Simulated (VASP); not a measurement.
TiAl3:

```
CELL_PARAMETERS angstrom
3.95567 0.00000 0.00000
0.00000 3.95567 0.00000
0.00000 0.00000 3.95567
ATOMIC_POSITIONS crystal
Ti 0.00000 0.00000 0.00000
Al 0.00000 0.50000 0.50000
Al 0.50000 0.00000 0.50000
Al 0.50000 0.50000 0.00000
```

The cell comes from a database or a generator and needn't be the stable form of this composition.

* Program: VASP 6.6.1
* Task: single point
* Functional: PBE
* Potentials or basis: VASP PAW PBE potentials, release 64 (Ti_sv, Al)
* Cutoff: 520 eV
* k mesh: 7 × 7 × 7
* Occupations: fermi-dirac, width 0.05 eV
* Spin: no spin polarisation

On this cell: pressure 2.0 GPa; largest force zero by symmetry; band gap on the k mesh none (metal or under the smearing width).

The same run follows on a disturbed copy (atoms moved at random, drawn with an rms of 0.05 Å):

```
CELL_PARAMETERS angstrom
3.95567 0.00000 0.00000
0.00000 3.95567 0.00000
0.00000 0.00000 3.95567
ATOMIC_POSITIONS crystal
Ti 0.99975 0.98702 0.00469
Al 0.00111 0.50747 0.50938
Al 0.50916 0.98950 0.50581
Al 0.50539 0.50594 0.99889
```

**Question.** What does the disturbed cell give?

**Answer.** The energy (extrapolated to zero smearing) moves by +12.7 meV/atom; pressure 2.4 GPa; largest force 0.725 eV/Å; band gap on the k mesh none (metal or under the smearing width).

Forces on the atoms (eV/Å):
```
Ti   0.260  0.672  0.080
Al   0.144 -0.559 -0.208
Al  -0.259  0.398 -0.099
Al  -0.144 -0.511  0.227
```
